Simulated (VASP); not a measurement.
A run of VASP 6.6.1:

Contents of POSCAR:

```
CdF
1.0
    0.0000000000      2.5312012400      2.5312012400
    2.5312012400      0.0000000000      2.5312012400
    2.5312012400      2.5312012400      0.0000000000
Cd F
1 1
Direct
    0.0000000000      0.0000000000      0.0000000000
    0.5000000000      0.5000000000      0.5000000000
```

File INCAR.step1:

```
SYSTEM = CdF
PREC = Accurate ; ENCUT = 600
EDIFF = 1E-5 ; ISMEAR = 0
SIGMA = 0.05 ; LREAL = .FALSE.
LASPH = .TRUE. ; NELM = 60
ALGO = Normal ; LWAVE = .TRUE.
LCHARG = .FALSE. ; GGA = PE
```

Contents of INCAR.step2:

```
SYSTEM = CdF
PREC = Accurate ; ENCUT = 600
EDIFF = 1E-6 ; ISMEAR = 0
SIGMA = 0.05 ; LREAL = .FALSE.
LASPH = .TRUE. ; NELM = 60
ALGO = Normal ; ISIF = 3
LWAVE = .FALSE. ; LCHARG = .FALSE.
METAGGA = TPSS ; LHFCALC = .TRUE.
AEXX = 0.1 ; LMIXTAU = .TRUE.
PRECFOCK = Fast ; IBRION = 2
NSW = 40 ; EDIFFG = -0.01
ISTART = 1
```

The input KPOINTS:

```
regular mesh
0
G
  5 5 5
  0 0 0
```

Potentials or basis: VASP PAW PBE potentials, release 64 (Cd, F).

Launch:

```console
$ cat potpaw_PBE.64/Cd/POTCAR potpaw_PBE.64/F/POTCAR > POTCAR
$ cp INCAR.step1 INCAR
$ mpirun -np 1 vasp_std > vasp.out
$ cp INCAR.step2 INCAR
$ mpirun -np 1 vasp_std > vasp.out
```

Hardware: 1 thread of Intel(R) Xeon(R) Platinum 8259CL CPU @ 2.50GHz (Skylake/Cascade Lake), with other jobs on the host.

Q: How long does it take, and how much memory?

A: Run time: 13 min on 1 thread of Intel(R) Xeon(R) Platinum 8259CL CPU @ 2.50GHz (Skylake/Cascade Lake), with other jobs on the host, peak memory 0.19 GiB. Counts: scf iterations 21, k points 10, ion steps 2.
